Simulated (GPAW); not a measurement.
Runs of GPAW 26.7.0 on Fe. Symmetry: Fmmm, No. 69, orthorhombic system. The conventional cell has a = 2.997 Å, b = 3.883 Å, c = 3.930 Å, α = 90.00°, β = 90.00°, γ = 90.00°. Fe (site symmetry mmm) is surrounded by 12 Fe at 2.45 to 2.76 Å. 

```tsv
task	level	U	cell	k mesh	band path	band points	optimizer	fmax	max steps	gap on the mesh (eV)	pressure (GPa)	moment (μB)	relaxed volume (Å³/atom)
band structure	PBEsol+U	Fe d U = 1 eV	as given	11 × 11 × 11	GYCDXGZD1HC,C1Z,XH1,HY,LG	60	-	-	-	-	3.7	2.61	-
band structure	PBEsol+U	Fe d U = 6 eV	as given	11 × 11 × 11	GYCDXGZD1HC,C1Z,XH1,HY,LG	60	-	-	-	-	34.6	3.06	-
band structure	PBEsol+U	Fe d U = 4 eV	as given	11 × 11 × 11	GYCDXGZD1HC,C1Z,XH1,HY,LG	60	-	-	-	-	(a)	(b)	-
relaxation of cell and atoms	PBEsol+D4	-	relaxed	9 × 9 × 9	-	-	BFGS	0.02 eV/Å	60	none	0.0	2.08	10.81
band structure	PBEsol+U	Fe d U = 8 eV	as given	11 × 11 × 11	GYCDXGZD1HC,C1Z,XH1,HY,LG	60	-	-	-	-	42.7	3.22	-
band structure	PBEsol+U	Fe d U = 3 eV	as given	11 × 11 × 11	GYCDXGZD1HC,C1Z,XH1,HY,LG	60	-	-	-	-	(c)	2.82	-
relaxation of cell and atoms	PBEsol+D3	-	relaxed	9 × 9 × 9	-	-	BFGS	0.02 eV/Å	60	none	0.0	2.08	10.72
relaxation of cell and atoms	PBEsol+D3(BJ)+ATM	-	relaxed	9 × 9 × 9	-	-	BFGS	0.02 eV/Å	60	none	0.0	2.08	10.76
```

Alike in all rows: potentials or basis PAW data sets generated in the run's folder for this functional, pw; spin collinear, ferromagnetic start; cutoff (eV) 600; smearing fermi-dirac 0.05 eV.

Task: Fill in the values left out.

Result: (a) 21.7; (b) 2.95; (c) 14.5.

Caveats: the U is typed as a test and isn't derived for this compound (some runs); each step starts from the last one's moments, so a moment once lost doesn't come back (some runs); later steps reuse the first step's grids (some runs); pairwise dispersion overbinds metals, which lowers pressure and volume (some runs); a pressure of tens of GPa on the cell as given is suspect, and the run, the potentials or the cell itself is likely at fault (some runs).

A k mesh can miss the band edges.

A gap of «none» marks a metal or a gap under the smearing width.

Not every run made on this cell is shown here.
